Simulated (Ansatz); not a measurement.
**CoSi: the order of phases at one pressure**

Aim: bring CoSi in several structures (rocksalt, CsCl, WC, NiAs, zincblende) to one pressure and rank them by enthalpy. The pressure is set by scaling the first phase. Methods of the runs shown: PAW.

Method: DFT, PBE, PAW with Ansatz's default frozen-core files, scalar-relativistic, in Ansatz 0.2.0.

### Step 1. Starting point

The structure is cubic, space group Fm-3m (No. 225). Conventional cell: a = 4.585 Å, b = 4.585 Å, c = 4.585 Å, α = 90.00°, β = 90.00°, γ = 90.00°. Co (site symmetry m-3m) is surrounded by 6 Si at 2.29 Å. Si (site symmetry m-3m) is surrounded by 6 Co at 2.29 Å.

As a file:

```xyz
2
Lattice="0.0000 2.2924 2.2924 2.2924 0.0000 2.2924 2.2924 2.2924 0.0000" Properties=species:S:1:pos:R:3 pbc="T T T"
Co    0.0000    0.0000    0.0000
Si    2.2924    2.2924    2.2924
```

Atoms are numbered in the order of the input: Co1, Si2.

### Step 2. Cell relaxed at zero pressure, PAW

Contents of input.yaml:

```yaml
crystal:
  lattice:
    - [0.0, 2.2923918786, 2.2923918786]
    - [2.2923918786, 0.0, 2.2923918786]
    - [2.2923918786, 2.2923918786, 0.0]
  atoms:
    - { symbol: Co, position: [0.0, 0.0, 0.0] }
    - { symbol: Si, position: [0.5, 0.5, 0.5] }
kpoints:
  mp_grid: { grid: [15, 15, 15] }
scf:
  occupations: { method: fermi_dirac, width: 0.08 }
hamiltonian:
  xc: pbe
  pseudopotentials: { kind: paw }
output:
  forces: true
  stress: true
relax:
  f_tol: 0.005
  max_steps: 40
  cell: {}
```

On the command line:

```bash
ansatz run input.yaml --threads 1 --pin off --max-ram 3584MiB --backend cpu --events-out ev --progress --plain --runs-dir out
```

After this run come: Volume scaled by 0.78, to set the pressure, PAW; Rocksalt relaxed under pressure, PAW; CsCl relaxed under pressure, PAW; WC relaxed under pressure, PAW; NiAs relaxed under pressure, PAW; Zincblende relaxed under pressure, PAW.

Before running it: what results should come out? Wanted: pressure; lowest.

The runs gave:

| quantity | value |
| --- | --- |
| pressure | 68 GPa |
| lowest (PAW) | CsCl, 191.8 meV/atom under WC |

**Reading.** By PAW the order is CsCl < WC < NiAs < rocksalt < zincblende. Only these structures were tried, with electrons smeared by 0.08 eV and without vibrations, so the true ground state may be another. The k meshes differ between phases and weren't tested, which can move differences by some meV. Spin polarisation is left out here, though a magnetic state may lie well lower.
